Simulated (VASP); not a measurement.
Set up this calculation in VASP 6.6.1, as the native input.

| Item | Value |
| --- | --- |
| Task | band structure |
| Functional | PBEsol |
| Potentials or basis | VASP PAW PBE potentials, release 64 (Ca_sv, O) |
| Cutoff | 520 eV |
| k mesh | 12 × 12 × 12 |
| Occupations | gaussian, width 0.03 eV |
| Spin | no spin polarisation |
| Further INCAR settings | ALGO = Normal; EDIFF = 1e-06; NBANDS = 15 |

The structure of CaO lies in POSCAR:

```
CaO                                     
1.0
    0.0000000000      2.3873293772      2.3873293772
    2.3873293772      0.0000000000      2.3873293772
    2.3873293772      2.3873293772      0.0000000000
  Ca              O             
     1     1
Direct
     0.0000000000000000    0.0000000000000000    0.0000000000000000
     0.5000000000000000    0.5000000000000000    0.5000000000000000
```

The cell was built by a generator and needn't be a form met in nature.

These files were run (other wordings do the same):

INCAR

```
ALGO = Normal
EDIFF = 1E-6
ENCUT = 520
GGA = PS
ICORELEVEL = 1
ISIF = 2
ISMEAR = 0
LASPH = T
LCHARG = F
LREAL = F
LWAVE = F
NBANDS = 15
NELM = 80
PREC = Accurate
SIGMA = 0.03
```

KPOINTS

```
k-points
0
Gamma
  12 12 12
```

KPOINTS_OPT

```
explicit points
159
Reciprocal
 0.0000000000  0.0000000000  0.0000000000 1
 0.0357142857  0.0000000000  0.0357142857 1
 0.0714285714  0.0000000000  0.0714285714 1
 0.1071428571  0.0000000000  0.1071428571 1
 0.1428571429  0.0000000000  0.1428571429 1
 0.1785714286  0.0000000000  0.1785714286 1
[... 151 lines left out ...]
 0.4250000000  0.0000000000  0.4250000000 1
 0.4500000000  0.0000000000  0.4500000000 1
```

Potentials or basis: VASP PAW PBE potentials, release 64 (Ca_sv, O).

Command:

```bash
$ cat potpaw_PBE.64/Ca_sv/POTCAR potpaw_PBE.64/O/POTCAR > POTCAR
$ mpirun -np 1 vasp_std > vasp.out
```

It gave:

The pressure is 0.1 GPa and the band gap on the k mesh is 3.52 eV, indirect (least direct gap 3.90 eV). The band gap along the path is 3.52 eV, indirect (least direct gap 3.90 eV).

Caveat: the PAW data sets were made with another functional, which shifts forces and pressure a little.

It took 39 s on 1 thread of Intel(R) Xeon(R) Platinum 8488C (Sapphire Rapids), on a shared host, peak memory 0.19 GiB.
